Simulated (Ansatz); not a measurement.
# Hf2TiO6: the cost of one run

Method: DFT PBE, scalar-relativistic, plane waves, PAW, in Ansatz 0.2.0.

## Step 1: Starting point

The structure is trigonal, space group P-3m1 (No. 164). The conventional cell has a = 3.705 Å, b = 3.705 Å, c = 9.076 Å, α = 90.00°, β = 90.00°, γ = 120.00°. Around Hf (site symmetry 3m) lie 8 O at 2.27 Å. Ti (site symmetry -3m) has 8 O at 2.27 Å as nearest neighbours. O (site symmetry 3m) has 3 Hf at 2.27 Å and 1 Ti at 2.27 Å as nearest neighbours. O (site symmetry 3m) is surrounded by 3 Ti at 2.27 Å and 1 Hf at 2.27 Å. Around O (site symmetry 3m) lie 4 Hf at 2.27 Å.

As a file:

```xyz
9
Lattice="3.7054 0.0000 0.0000 -1.8527 3.2090 0.0000 0.0000 0.0000 9.0763" Properties=species:S:1:pos:R:3 pbc="T T T"
Hf    1.8527    1.0697    7.5636
Hf    0.0000    2.1393    1.5127
Ti    0.0000    0.0000    4.5382
O     0.0000    0.0000    6.8072
O     0.0000    2.1393    3.7818
O     1.8527    1.0697    0.7564
O     1.8527    1.0697    5.2945
O     0.0000    0.0000    2.2691
O     0.0000    2.1393    8.3200
```

The start is an ordering of an alloy on its end members' structure types: elements ordered on the sites of the HfO2 type, Hf/Ti on Hf (P-3m1, No. 164).

## Step 2: The guess as it stands, on a coarse mesh

Contents of input.yaml:

```yaml
crystal:
  lattice:
    - [3.70539311, 0.0, 0.0]
    - [-1.85269656, 3.20896457, 0.0]
    - [0.0, 0.0, 9.07632242]
  atoms:
    - { symbol: Hf, position: [0.66666667, 0.33333333, 0.83333333] }
    - { symbol: Hf, position: [0.33333333, 0.66666667, 0.16666667] }
    - { symbol: Ti, position: [0.0, 0.0, 0.5], spin: 1.0 }
    - { symbol: O, position: [0.0, 0.0, 0.75] }
    - { symbol: O, position: [0.33333333, 0.66666667, 0.41666667] }
    - { symbol: O, position: [0.66666667, 0.33333333, 0.08333333] }
    - { symbol: O, position: [0.66666667, 0.33333333, 0.58333333] }
    - { symbol: O, position: [0.0, 0.0, 0.25] }
    - { symbol: O, position: [0.33333333, 0.66666667, 0.91666667] }
basis:
  ecutwfc: 420
kpoints:
  mp_grid: { grid: [6, 6, 2] }
hamiltonian:
  xc: pbe
scf:
  occupations: { method: gaussian, width: 0.1 }
  lower_state_search: "off"
output:
  forces: true
  stress: true
  eigenvalues: true
  populations: true
magnetization:
  spin_polarized: true
```

Command:

```bash
ansatz run input.yaml --threads 1 --pin off --max-ram 2560MiB --backend cpu --events-out ev --progress --plain --runs-dir out
```

What time and memory should one allow on 1 thread of Arm Neoverse N1, shared host?

About 55 s, with a peak of 0.47 GiB.
